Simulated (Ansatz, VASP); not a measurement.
# Two plane-wave programs on AgCl

INCAR

```
SYSTEM = AgCl
PREC = Accurate
ENCUT = 600
EDIFF = 1E-6
ISMEAR = 0
SIGMA = 0.02
LREAL = .FALSE.
LASPH = .TRUE.
NELM = 100
ALGO = Normal
ISIF = 3
LWAVE = .FALSE.
LCHARG = .FALSE.
GGA = PE
IBRION = 2
NSW = 100
EDIFFG = -0.005
```

File KPOINTS:

```
regular mesh
0
G
  8 8 8
  0 0 0
```

The input POSCAR:

```
AgCl
1.0
    0.0000000000      2.7731500000      2.7731500000
    2.7731500000      0.0000000000      2.7731500000
    2.7731500000      2.7731500000      0.0000000000
Ag Cl
1 1
Direct
    0.5000000000      0.5000000000      0.5000000000
    0.0000000000      0.0000000000      0.0000000000
```

Input for Ansatz:

```yaml
crystal:
  lattice:
    - [0.0, 2.77315, 2.77315]
    - [2.77315, 0.0, 2.77315]
    - [2.77315, 2.77315, 0.0]
  atoms:
    - { symbol: Ag, position: [0.5, 0.5, 0.5] }
    - { symbol: Cl, position: [0.0, 0.0, 0.0] }
basis:
  ecutwfc: 420
kpoints:
  mp_grid: { grid: [8, 8, 8] }
hamiltonian:
  xc: pbe
scf:
  occupations: { method: gaussian, width: 0.02 }
output:
  forces: true
  stress: true
  eigenvalues: true
relax:
  adjacent_minimum: "off"
  f_tol: 0.005
  max_steps: 80
  cell: { stress_tol: 0.05 }
```

Alike in both runs: task relaxation of cell and atoms; functional PBE; k mesh 8 × 8 × 8; occupations gaussian, width 0.02 eV; no spin polarisation.

|  | VASP | Ansatz |
| --- | --- | --- |
| version | VASP 6.6.1 | Ansatz 0.2.0 |
| potentials or method | VASP PAW PBE potentials, release 64 (Ag, Cl) | scalar-relativistic, plane waves, PAW |
| plane-wave cutoff (eV) | 600 | 420 |
| valence electrons in the cell | 18 | 26 |

|  | VASP | Ansatz | Ansatz less VASP |
| --- | --- | --- | --- |
| gap on the k mesh at the Fermi level, each at its own relaxed structure (eV) | 0.92 | 0.92 | +0.003 |
| relaxed volume (Å³/atom) | 22.04 | 22.09 | +0.055 |
| relaxed cell length with the largest relative difference (Å) | 3.965 | 3.968 | +0.0033 |
| energy change over the relaxation (meV/atom) | -3 | -4 | -0.5 |

The two sets of potentials don't hold the same shells in valence.

A k mesh can miss the band edges. Zero-point motion and thermal expansion aren't in these numbers. Expect the measured gap to be larger: semilocal functionals such as PBE lack the derivative discontinuity.
